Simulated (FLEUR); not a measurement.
Crystal: KI.

```
I K
1.0
     0.00000    3.53277    3.53277
     3.53277    0.00000    3.53277
     3.53277    3.53277    0.00000
I K
1 1
Cartesian
  3.5328 3.5328 3.5328
  0.0000 0.0000 0.0000
```

| Quantity | Value |
| --- | --- |
| Program | FLEUR MaX-R8.1 (later development tree) |
| Task | single point |
| Functional | PBE |
| Potentials or basis | all-electron |
| Basis | FLAPW |
| Kmax | 3.8 1/bohr |
| k mesh | 7 × 7 × 7 |
| Occupations | fermi-dirac, width 0.05 eV |
| Spin | no spin polarisation |
| Gmax | 11.8 1/bohr |
| Muffin-tin radii | I 2.66, K 2.66 bohr |
| lmax | I 11, K 11 |
| Local orbitals a species | I 6, K 5 |
| Max iterations | 60 |
| Mixing factor | 0.05 |
| Mixer | Anderson |
| Mixer history | 15 |
| Density convergence | 1e-05 me/bohr^3 |

On this cell: largest force zero by symmetry; band gap on the k mesh 3.96 eV, direct.

The same run follows on a disturbed copy (atoms moved at random, drawn with an rms of 0.05 Å):

```
CELL_PARAMETERS angstrom
0.00000 3.53277 3.53277
3.53277 0.00000 3.53277
3.53277 3.53277 0.00000
ATOMIC_POSITIONS crystal
I 0.50360 0.51251 0.48597
K 0.00690 0.99881 0.99937
```

Problem. What does the disturbed cell give?

Solution. The energy moves by +1.3 meV/atom; largest force 0.077 eV/Å; band gap on the k mesh 3.97 eV, direct.

Forces in eV/Å, atoms in the order of the input:
```
I   -0.001  0.065 -0.041
K    0.001 -0.063  0.040
```

Caveats: spin-orbit coupling is left out, which moves the levels of the heavy elements; an odd mesh through Γ misses points on the zone boundary, where band edges often lie.
